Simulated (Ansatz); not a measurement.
# BN: the cost of one run

Method: DFT PBE+D3(BJ), scalar-relativistic, plane waves, PAW, in Ansatz 0.2.0.

5 further runs of the same task are left out: 1 that didn't finish, 4 set aside as unsound or not needed.

## (1) Starting point

Symmetry: R3m, No. 160, trigonal system. Conventional cell: a = 2.506 Å, b = 2.506 Å, c = 9.882 Å, α = 90.00°, β = 90.00°, γ = 120.00°. B (site symmetry 3m) has 3 N at 1.45 Å as nearest neighbours. N (site symmetry 3m) has 3 B at 1.45 Å as nearest neighbours.

Structure file:

```cif
data_structure
_symmetry_space_group_name_H-M 'R3m:H'
_symmetry_Int_Tables_number 160
_cell_length_a 2.5061
_cell_length_b 2.5061
_cell_length_c 9.8818
_cell_angle_alpha 90.000
_cell_angle_beta 90.000
_cell_angle_gamma 120.000
_cell_volume 53.75
loop_
_atom_site_label
_atom_site_type_symbol
_atom_site_symmetry_multiplicity
_atom_site_Wyckoff_symbol
_atom_site_fract_x
_atom_site_fract_y
_atom_site_fract_z
_atom_site_occupancy
B1 B 3 a 0.00000 0.00000 0.00030 1
N1 N 3 a 0.66667 0.33333 0.00060 1
```

It goes back to an entry of the Materials Project, which need not be the stable form.

It is the result of an earlier relaxation at this level (volume 8.96 Å³/atom; gap on the mesh: 4.24 eV).

## (2) Relaxing at 25 GPa

What is minimised here is the enthalpy; the energy can go up as the cell is squeezed.

Input file input.yaml:

```yaml
crystal:
  lattice:
    - [1.2530563198, 0.7234524035, 3.2939237303]
    - [-1.2530563198, 0.7234524035, 3.2939237303]
    - [0.0, -1.4469048071, 3.2939237303]
  atoms:
    - { symbol: B, position: [0.9996973422, 0.9996973422, 0.9996973422] }
    - { symbol: "N", position: [0.3327356578, 0.3327356578, 0.3327356578] }
basis:
  ecutwfc: 420
kpoints:
  mp_grid: { grid: [12, 12, 12] }
hamiltonian:
  xc: pbe
  dispersion: d3bj
scf:
  occupations: { method: fixed }
output:
  forces: true
  stress: true
  eigenvalues: true
relax:
  adjacent_minimum: "off"
  f_tol: 0.001
  max_steps: 60
  cell: { stress_tol: 0.02, p_target: 25.0 }
```

Started as:

```sh
$ ansatz run input.yaml --threads 1 --pin off --max-ram 3072MiB --backend cpu --events-out ev --progress --plain --runs-dir out
```

**Question.** How long does this run take on 1 thread of Intel Xeon Platinum 8488C (Sapphire Rapids), shared host, and how much memory does it need?

About 30 s, with a peak of 0.38 GiB.
